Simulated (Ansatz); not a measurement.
input.yaml

```yaml
crystal:
  lattice:
    - [2.7819867188, 0.0, -0.0114344335]
    - [-1.3909933594, 2.4367518209, 0.0057172167]
    - [-0.0106806553, 0.0, 2.645608545]
  atoms:
    - { symbol: Mo, position: [0.0, 0.0, 0.5] }
basis:
  ecutwfc: 420
kpoints:
  mp_grid: { grid: [16, 16, 14] }
hamiltonian:
  xc: pbe
scf:
  occupations: { method: gaussian, width: 0.1 }
output:
  forces: true
  stress: true
  eigenvalues: true
```

Command:
```bash
ansatz run input.yaml --threads 1 --pin off --max-ram 1331MiB --backend cpu --events-out ev --progress --plain --runs-dir out
```

Level of theory: Ansatz, DFT PBE, scalar-relativistic, plane waves, PAW.

From the run's log, abridged:

```
Pseudopotentials: kind: paw
Pseudopotential: Mo, paw, valence charge 14, recommended cutoff 420 eV (normal)
Functional definition: PBE
Crystal: 1 atom, lattice volume = 17.934 Å³
Basis set: ecut = 420 eV, 355 PW (Γ), exchange–correlation on 40×40×36 points (8 copies of the dense FFT grid, shifted against one another)
Bands: 11, of which v1, the nominal top of the filled ones, is band 7 counted from 1 (6 counted from 0)
Symmetry: 4 space group operations
Space group: C2/m (ITA 12), of the structure as read, at distance tolerance 2.6e-5 Å
k-points: 962 of 3584
Initial density: superposition of atomic densities (neutral atoms: chi_scale 0, normalization atom), corrected by the library's trained network
Initial wavefunctions: pseudopotential atomic-orbital guess
Functional: x = pbe(κ = 0.804, μ = 0.21951497), c = pbe(β = 0.06672455)
SCF iter   1: F=—  HF=-4955.094726 eV  |F-HF|=—  |Δ(HF+E_count)|=         —  Δρ=6.07e-3  dr2=4.52e-3  ethr=1.77e-3  ⟨swp⟩=5.0  Hψ=61702  notcnv=0
SCF iter   2: F=—  HF=-4955.093321 eV  |F-HF|=—  |Δ(HF+E_count)|=   1.41e-3  Δρ=3.15e-3  dr2=1.28e-3  ethr=3.23e-5  ⟨swp⟩=1.6  Hψ=19608  notcnv=0
SCF iter   3: F=—  HF=-4955.092916 eV  |F-HF|=—  |Δ(HF+E_count)|=   4.05e-4  Δρ=3.90e-4  dr2=1.47e-5  ethr=9.14e-6  ⟨swp⟩=2.5  Hψ=16688  notcnv=0
SCF iter   4: F=—  HF=-4955.092926 eV  |F-HF|=—  |Δ(HF+E_count)|=   9.87e-6  Δρ=1.74e-4  dr2=5.74e-6  ethr=1.05e-7  ⟨swp⟩=2.0  Hψ=17365  notcnv=0
SCF iter   5: F=-4955.092924 eV  HF=-4955.092924 eV  |F-HF|=3.30e-10  |Δ(HF+E_count)|=   2.15e-6  Δρ=2.46e-5  dr2=3.68e-8  ethr=4.10e-8  ⟨swp⟩=2.8  Hψ=16899  notcnv=0
SCF iter   6: F=-4955.092924 eV  HF=-4955.092924 eV  |F-HF|=3.42e-10  |Δ(HF+E_count)|=   7.51e-9  Δρ=3.87e-6  dr2=7.76e-10  ethr=2.63e-10  ⟨swp⟩=2.1  Hψ=37212  notcnv=0
SCF 1 converged in 6 iterations: F = -4955.092924 eV  dr2 = 7.76e-10
SCF converged after 6 iterations
Free energy (F): -4955.092924 eV
Harris-Foulkes:  -4955.092924 eV  (|F-HF|=3.42e-10)
Internal energy: -4955.087025 eV  (E = F + TS)
E sigma→0 (E₀):  -4955.089975 eV
Entropy (-TS):   -0.005899 eV (-5.899 meV/atom)
Fermi energy:    17.885830 eV
--- Per-component energies (eV) ---
  E_band       = -95.807715
  E_kinetic    = 438.991590
  E_local      = -917.387766  (includes V_loc(G=0)·N_el)
  E_nonlocal   = 143.992183
  E_hartree    = 305.041038
  E_xc         = -182.133736
  E_vxc        = -227.182633  (∫ρ·V_xc dr)
  E_paw        = -3201.519541  (= ΣΔE_a)
  E_vpaw       = -144.303412  (= ΣTr[D̂ρ^β])
  E_aug_tail   = 0.000043  (compensation charges beyond the density's cutoff)
  E_ewald      = -1542.070837
  E_smearing   = -0.005899  (= −TS)
--- Forces (eV/Å), atoms counted from 1 ---
  atom   1  Mo     0.00000000     0.00000000     0.00000000
--- Stress (GPa, compression-positive) ---
       -8.638151       0.000000      -0.646460
        0.000000      -7.947988       0.000000
       -0.646461       0.000000     -18.124624
  P = ⅓ Tr σ = -11.5703 GPa (-115.703 kbar)
--- Band table (eV; the first three rows and the last of 962) ---
  k-point 0: bands = ["-43.1969", "-16.6396", "-16.6202", "-16.5975", "11.3297", "13.9378", "16.9522", "17.1808", "21.4313", "21.4730", "30.7778"]
  k-point 1: bands = ["-43.1889", "-16.7060", "-16.6146", "-16.5923", "11.4730", "14.0976", "16.9833", "17.2114", "21.2547", "21.2987", "30.8684"]
  k-point 2: bands = ["-43.1666", "-16.8904", "-16.5990", "-16.5769", "11.8625", "14.5764", "17.0719", "17.2984", "20.7912", "20.8406", "30.3583"]
  k-point 961: bands = ["-43.0154", "-17.5261", "-17.0799", "-16.5745", "15.0958", "15.1987", "16.0844", "18.8423", "19.9532", "23.1852", "27.6783"]
```

Self-consistency was reached.